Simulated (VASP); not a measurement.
# Ni under changes of volume

One of the cells (10.702 Å³/atom); the others are scaled copies at fixed shape and fractional positions:

```
CELL_PARAMETERS angstrom
0.00000 1.74908 1.74908
1.74908 0.00000 1.74908
1.74908 1.74908 0.00000
ATOMIC_POSITIONS crystal
Ni 0.00000 0.00000 0.00000
```

| Quantity | Value |
| --- | --- |
| Program | VASP 6.6.1 |
| Functional | PBE |
| Potentials or basis | VASP PAW PBE potentials, release 64 (Ni) |
| Cutoff | 520 eV |
| k mesh | 13 × 13 × 13 |
| Occupations | fermi-dirac, width 0.05 eV |
| Spin | collinear spin, ferromagnetic start |
| Starting moments | [1.0] μB |

```tsv
volume (Å³/atom)	energy over the lowest point (meV/atom)	pressure (GPa)
9.862	?	?
10.072	42.69	18.5
10.282	22.39	12.9
10.702	1.74	3.5
10.912	0.00	-0.5
11.122	3.16	-4.0
```

Q: What does the run at 9.862 Å³/atom give?

A: Energy over the lowest point 70.73 meV/atom; pressure 24.7 GPa.

Worked out: A Birch-Murnaghan fit of order 3 (a polynomial in V^(-2/3)) to the other rows has its minimum at 10.88 Å³/atom with B0 = V·E''(V) = 197 GPa and B' = 4.9. It gives 70.73 meV/atom at 9.862 Å³/atom, against the run's 70.73, and -dE/dV = 24.6 GPa, against 24.7.

Energies are extrapolated to zero smearing.
